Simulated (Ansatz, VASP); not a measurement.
# One calculation of Al, two programs

The input INCAR:

```
PREC = Accurate ; ENCUT = 520
EDIFF = 1E-6 ; ISMEAR = 0
SIGMA = 0.1 ; LREAL = F
LASPH = T ; NELM = 100
ALGO = Normal ; ISIF = 2
LWAVE = F ; LCHARG = F
GGA = PE ; NBANDS = 14
```

File KPOINTS:

```
Automatic mesh
0
Gamma
  8 8 2
```

POSCAR

```
Al
1.0
    1.4332090300     -2.3782174200      0.0000000000
    1.4332090300      2.3782174200      0.0000000000
    0.0000000000      0.0000000000      9.3211864400
Al
4
Direct
    0.0417833700      0.9582166300      0.0105004200
    0.4189107500      0.5810892500      0.2394995800
    0.9582166300      0.0417833700      0.5105004200
    0.5810892500      0.4189107500      0.7394995800
```

Input for Ansatz:

```yaml
crystal:
  lattice:
    - [1.43320903, -2.37821742, 0.0]
    - [1.43320903, 2.37821742, 0.0]
    - [0.0, 0.0, 9.32118644]
  atoms:
    - { symbol: Al, position: [0.04178337, 0.95821663, 0.01050042] }
    - { symbol: Al, position: [0.41891075, 0.58108925, 0.23949958] }
    - { symbol: Al, position: [0.95821663, 0.04178337, 0.51050042] }
    - { symbol: Al, position: [0.58108925, 0.41891075, 0.73949958] }
basis:
  ecutwfc: 420
kpoints:
  mp_grid: { grid: [8, 8, 2] }
hamiltonian:
  xc: pbe
scf:
  occupations: { method: gaussian, width: 0.1 }
  lower_state_search: "off"
output:
  forces: true
  stress: true
  eigenvalues: true
```

Alike in both runs: task single point; functional PBE; k mesh 8 × 8 × 2; occupations gaussian, width 0.1 eV; no spin polarisation.

|  | VASP | Ansatz |
| --- | --- | --- |
| version | VASP 6.6.1 | Ansatz 0.2.0 |
| potentials or method | VASP PAW PBE potentials, release 64 (Al) | scalar-relativistic, plane waves, PAW |
| plane-wave cutoff (eV) | 520 | 420 |
| valence electrons in the cell | 12 | 12 |

VASP gave:

```
gap on the k mesh at the Fermi level (eV)       : none
pressure (GPa)                                  : 5.9
largest component of the traceless stress (GPa) : 2.78
rms of the force components (eV/Å)              : 0.583
```

What did Ansatz give for the same quantities?

gap on the k mesh at the Fermi level (eV): none; pressure (GPa): 6.0; largest component of the traceless stress (GPa): 2.77; rms of the force components (eV/Å): 0.583.

Atom by atom the forces differ by 0.001 eV/Å (rms over components). A gap of «none» marks a metal or a gap that the smearing closes.

Caveats: forces of over 1 eV/Å show positions far from the minimum, so gaps and moduli don't describe the material at rest.
